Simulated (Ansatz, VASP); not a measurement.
One calculation of Mg3Te, two programs

```
Mg Te
1.0
    -2.13936    2.13936    5.28249
     2.13936   -2.13936    5.28249
     2.13936    2.13936   -5.28249
Mg Te
3 1
Direct
  0.50000 0.50000 0.00000
  0.75000 0.25000 0.50000
  0.25000 0.75000 0.50000
  0.00000 0.00000 0.00000
```

Alike in both runs: functional RPBE; k mesh 2 × 2 × 2; occupations methfessel-paxton of order 1, width 0.041 eV; collinear spin.

Ansatz relaxed the structure, and its values are those at the end. VASP's run is a single point on that final structure, the one shown.

|  | VASP | Ansatz |
| --- | --- | --- |
| version | VASP 6.6.1 | Ansatz 0.2.0 |
| potentials or method | VASP PAW PBE potentials, release 64 (Mg, Te) | scalar-relativistic, plane waves, PAW |
| plane-wave cutoff (eV) | 520 | 420 |
| valence electrons in the cell | 12 | 46 |

```tsv
	VASP	Ansatz	Ansatz less VASP
gap on the k mesh at the Fermi level (eV)	none	none	-
net moment per atom (μB)	0.00	0.00	0.000
```

A gap of «none» marks a metal or a gap that the smearing closes. The two sets of potentials don't hold the same shells in valence. Ansatz warned: «no_starting_moments».

Caveats: the k mesh is coarse (spacing up to 1.04 Å⁻¹), so the values aren't converged. Spin-orbit coupling is left out, which matters for the levels of Te.
